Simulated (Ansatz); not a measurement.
Ansatz input

```yaml
crystal:
  lattice:
    - [-1.441604661, 1.441604661, 1.441604661]
    - [1.441604661, -1.441604661, 1.441604661]
    - [1.441604661, 1.441604661, -1.441604661]
  atoms:
    - { symbol: Mn, position: [0.0, 0.0, 0.0], spin: -0.899 }
hamiltonian:
  xc: revpbe
  pseudopotentials:
    kind: paw
    azcp:
      Mn: "pseudopotentials/Mn.paw.azcp"
basis:
  ecutwfc: 420
  fft_grid_basis: typed
kpoints:
  mp_grid: { grid: [18, 18, 18], shift: [0, 0, 0] }
magnetization:
  spin_polarized: true
scf:
  occupations: { method: fermi_dirac, width: 0.05 }
  lower_state_search: "off"
output:
  stress: true
  write_density: true
  write_potential: true
  elf: true
  volumetric_format: npy
```

Output

```
Engine: ansatz 0.2.0, aarch64-unknown-linux-gnu
Pseudopotentials: kind: paw
Pseudopotential: Mn, paw, valence charge 15, recommended cutoff 420 eV (normal) 
Functional definition: revPBE
  parameter kappa = 1.245
  parameter beta = 0.06672455060314922
  exchange = pbe_x(kappa = kappa, mu = beta*pi^2/3)
  correlation = pbe_c(beta = beta)
Crystal: 1 atoms, lattice volume = 11.984 Å³
Basis set: ecut = 420 eV, 225 PW (Γ)
Bands: 12, of which v1, the nominal top of the filled ones, is band 8 counted from 1 (7 counted from 0)
Symmetry: 48 space group operations
Space group: Im-3m (ITA 229), of the structure as read, at distance tolerance 2.3e-5 Å
Magnetic group: BNS 229.140 (UNI 1642), of the structure as read, at distance tolerance 2.3e-5 Å
k-points: 195 of 5832
Non-local potential: Mn, projectors of the file, l = 0: 3, l = 1: 2, l = 2: 3, l = 3: 1
PAW form: soft (Blöchl's): semilocal exchange-correlation on the pseudo side does not see the compensation charge
PAW frozen core: Mn, regenerated for the run's functional, and the local potential with it (the file was generated under x = pbe(κ = 0.804, μ = 0.2195149727645171), c = pbe(β = 0.06672455060314922))
PAW one-centre angular grid: Mn, 590 points (default); XC on 64 Gauss nodes
Initial density: superposition of atomic densities (chi_scale 0.1, normalization cell)
Starting moments: Σ|m| = 0.899 μB on 1 of 1 site
Initial wavefunctions: pseudopotential atomic-orbital guess
Functional: x = revpbe(κ = 1.245, μ = 0.2195149727645171), c = pbe(β = 0.06672455060314922)
SCF iter   1: F=—  HF=-3902.159139 eV  |F-HF|=—  |Δ(HF+E_count)|=         —  Δρ=6.11e-2 (↑5.40e-2 ↓6.11e-2)  dr2=1.05e0  dr2_m=9.35e-3  M=-0.778 μB ∫|m|=0.779 μB  β_m=0.30  ethr=3.10e-3  ⟨swp⟩=3.8  Hψ=21588  notcnv=0
SCF iter   2: F=—  HF=-3901.925621 eV  |F-HF|=—  |Δ(HF+E_count)|=   2.34e-1  Δρ=1.77e-2 (↑1.77e-2 ↓1.72e-2)  dr2=2.18e-2  dr2_m=9.57e-3  M=-0.868 μB ∫|m|=0.871 μB  β_m=1.00  ethr=3.10e-3  ⟨swp⟩=2.9  Hψ=11708  notcnv=0  defer=6
SCF iter   3: F=—  HF=-3901.926306 eV  |F-HF|=—  |Δ(HF+E_count)|=   6.85e-4  Δρ=1.12e-2 (↑1.12e-2 ↓9.56e-3)  dr2=8.25e-3  dr2_m=2.38e-3  M=-0.886 μB ∫|m|=0.902 μB  β_m=1.00  ethr=1.45e-4  ⟨swp⟩=2.4  Hψ=8729  notcnv=0  defer=6
SCF iter   4: F=—  HF=-3901.928180 eV  |F-HF|=—  |Δ(HF+E_count)|=   1.87e-3  Δρ=3.91e-3 (↑3.33e-3 ↓3.91e-3)  dr2=7.98e-5  dr2_m=1.42e-3  M=-0.910 μB ∫|m|=0.932 μB  β_m=1.00  ethr=5.50e-5  ⟨swp⟩=2.1  Hψ=7836  notcnv=0  defer=6
SCF iter   5: F=—  HF=-3901.931721 eV  |F-HF|=—  |Δ(HF+E_count)|=   3.54e-3  Δρ=3.59e-3 (↑2.29e-3 ↓3.59e-3)  dr2=1.66e-4  dr2_m=9.39e-4  M=-0.932 μB ∫|m|=0.957 μB  β_m=1.00  ethr=5.32e-7  ⟨swp⟩=2.3  Hψ=7765  notcnv=0  defer=6
SCF iter   6: F=—  HF=-3901.934601 eV  |F-HF|=—  |Δ(HF+E_count)|=   2.88e-3  Δρ=2.80e-3 (↑2.06e-3 ↓2.80e-3)  dr2=4.39e-5  dr2_m=6.42e-4  M=-0.950 μB ∫|m|=0.977 μB  β_m=0.30  ethr=5.32e-7  ⟨swp⟩=2.3  Hψ=6614  notcnv=0  defer=6
Mixer restart at iter 6: flushing history
spin-set hold released at iteration 6 (site moments contracting): the magnetisation degrees of freedom join the quasi-Newton model from the next iteration; the mixer history was flushed
SCF iter   7: F=—  HF=-3901.937831 eV  |F-HF|=—  |Δ(HF+E_count)|=   3.23e-3  Δρ=3.84e-3 (↑3.18e-3 ↓3.84e-3)  dr2=3.67e-5  dr2_m=1.34e-3  M=-0.964 μB ∫|m|=0.992 μB  β_m=0.46  ethr=2.93e-7  ⟨swp⟩=2.0  Hψ=7598  notcnv=0  defer=6
SCF iter   8: F=—  HF=-3901.942363 eV  |F-HF|=—  |Δ(HF+E_count)|=   4.53e-3  Δρ=4.54e-3 (↑4.21e-3 ↓4.54e-3)  dr2=2.08e-5  dr2_m=2.08e-3  M=-1.007 μB ∫|m|=1.039 μB  β_m=0.29  ethr=2.45e-7  ⟨swp⟩=2.1  Hψ=8443  notcnv=0  defer=6
SCF iter   9: F=—  HF=-3901.942987 eV  |F-HF|=—  |Δ(HF+E_count)|=   6.24e-4  Δρ=2.06e-3 (↑1.56e-3 ↓2.06e-3)  dr2=2.18e-5  dr2_m=3.55e-4  M=-1.032 μB ∫|m|=1.066 μB  β_m=0.56  ethr=1.39e-7  ⟨swp⟩=2.0  Hψ=7709  notcnv=0  defer=6
SCF iter  10: F=—  HF=-3901.944004 eV  |F-HF|=—  |Δ(HF+E_count)|=   1.02e-3  Δρ=1.68e-3 (↑1.03e-3 ↓1.68e-3)  dr2=3.86e-5  dr2_m=2.00e-4  M=-1.079 μB ∫|m|=1.120 μB  β_m=0.43  ethr=1.39e-7  ⟨swp⟩=2.3  Hψ=8916  notcnv=0  defer=6
SCF iter  11: F=—  HF=-3901.944061 eV  |F-HF|=—  |Δ(HF+E_count)|=   5.67e-5  Δρ=6.05e-4 (↑5.15e-4 ↓6.05e-4)  dr2=7.20e-7  dr2_m=3.44e-5  M=-1.073 μB ∫|m|=1.114 μB  β_m=0.64  ethr=1.39e-7  ⟨swp⟩=2.2  Hψ=7725  notcnv=0  defer=6
SCF iter  12: F=—  HF=-3901.944077 eV  |F-HF|=—  |Δ(HF+E_count)|=   1.66e-5  Δρ=5.25e-5 (↑5.25e-5 ↓3.56e-5)  dr2=4.21e-8  dr2_m=2.01e-7  M=-1.069 μB ∫|m|=1.108 μB  β_m=0.82  ethr=6.67e-10  ⟨swp⟩=6.0  Hψ=29277  notcnv=0
iter 13 did not close the SCF: its close was put off for a magnetic moment that had not settled (scf_convergence_deferred on its scf_iter line)
SCF iter  13: F=-3901.944078 eV  HF=-3901.944078 eV  |F-HF|=2.57e-8  |Δ(HF+E_count)|=   5.90e-7  Δρ=1.58e-5 (↑9.56e-6 ↓1.58e-5)  dr2=1.72e-9  dr2_m=1.71e-8  M=-1.069 μB ∫|m|=1.109 μB  β_m=0.91  ethr=2.80e-10  ⟨swp⟩=7.6  Hψ=27973  notcnv=0
iter 14 did not close the SCF: its close was put off for a magnetic moment that had not settled (scf_convergence_deferred on its scf_iter line)
SCF iter  14: F=-3901.944078 eV  HF=-3901.944078 eV  |F-HF|=1.11e-9  |Δ(HF+E_count)|=   3.94e-8  Δρ=8.18e-6 (↑6.48e-6 ↓8.18e-6)  dr2=3.00e-10  dr2_m=5.87e-9  M=-1.069 μB ∫|m|=1.109 μB  β_m=0.95  ethr=1.15e-11  ⟨swp⟩=4.0  Hψ=22496  notcnv=0
SCF iter  15: F=-3901.944078 eV  HF=-3901.944078 eV  |F-HF|=4.59e-11  |Δ(HF+E_count)|=   2.30e-9  Δρ=1.12e-6 (↑8.41e-7 ↓1.12e-6)  dr2=8.23e-12  dr2_m=1.04e-10  M=-1.069 μB ∫|m|=1.109 μB  ethr=2.00e-12  ⟨swp⟩=3.4  Hψ=20137  notcnv=0
SCF 1 converged in 15 iterations: F = -3901.944078 eV  dr2 = 8.23e-12
SCF converged after 15 iterations
Magnetization: -1.0687 μB (6.9656 up, 8.0344 down)
Absolute magnetization: 1.1086 μB (∫|ρ↑−ρ↓|, with the PAW one-centre terms)
Spin contamination: 0.0119 ħ² per cell (⟨S²⟩ above its minimum at these occupations)
Per-site moments (μB) at R_I (Å): [(-1.0762468273100785, 1.0299846633780443)]
Free energy (F): -3901.944078 eV
Harris-Foulkes:  -3901.944078 eV  (|F-HF|=4.59e-11)
Internal energy: -3901.925449 eV  (E = F + TS)
E sigma→0 (E₀):  -3901.934764 eV
Entropy (-TS):   -0.018628 eV (-18.628 meV/atom)
Fermi energy:    18.075956 eV
--- Per-component energies (eV) ---
  E_band       = -190.862291
  E_kinetic    = 305.035136
  E_local      = -1676.215029  (includes V_loc(G=0)·N_el)
  E_nonlocal   = 237.376908
  E_hartree    = 691.677073
  E_xc         = -114.491478
  E_vxc        = -146.481916  (∫ρ·V_xc dr)
  E_paw        = -1300.532654  (= ΣΔE_a)
  E_vpaw       = -293.931376  (= ΣTr[D̂ρ^β])
  E_aug_tail   = -0.000009  (compensation charges beyond the density's cutoff)
  E_ewald      = -2044.739866
  E_core_change = -0.035532  (= ΣΔE_core)
  E_smearing   = -0.018628  (= −TS)
  E_closure    = 0.000000  (closes the sum)
  Σ components = -3901.944078   (vs F -3901.944078, Δ=0.00e0)
--- Stress (GPa, compression-positive) ---
      -14.391152      -0.000000       0.000000
       -0.000000     -14.391152      -0.000000
        0.000000       0.000000     -14.391152
  P = ⅓ Tr σ = -14.3912 GPa (-143.912 kbar)
--- Band table (eV; the first three rows and the last of 390) ---
  k-point 0 ↑: bands = ["-60.6845", "-29.0567", "-29.0567", "-29.0567", "10.1168", "17.3859", "17.3859", "17.3859", "19.3409", "19.3409", "40.9366", "40.9366"]
  k-point 1 ↑: bands = ["-60.6812", "-29.0739", "-29.0622", "-29.0568", "10.2436", "17.3421", "17.3788", "17.4635", "19.2922", "19.3440", "40.4181", "40.8468"]
  k-point 2 ↑: bands = ["-60.6718", "-29.1230", "-29.0781", "-29.0569", "10.6163", "17.2177", "17.3462", "17.6910", "19.1744", "19.3545", "39.0801", "40.4703"]
  k-point 194 ↓: bands = ["-61.7518", "-30.6676", "-30.6676", "-30.6676", "13.7145", "13.7145", "19.1550", "19.1550", "19.1550", "27.8197", "27.8197", "27.8197"]
```
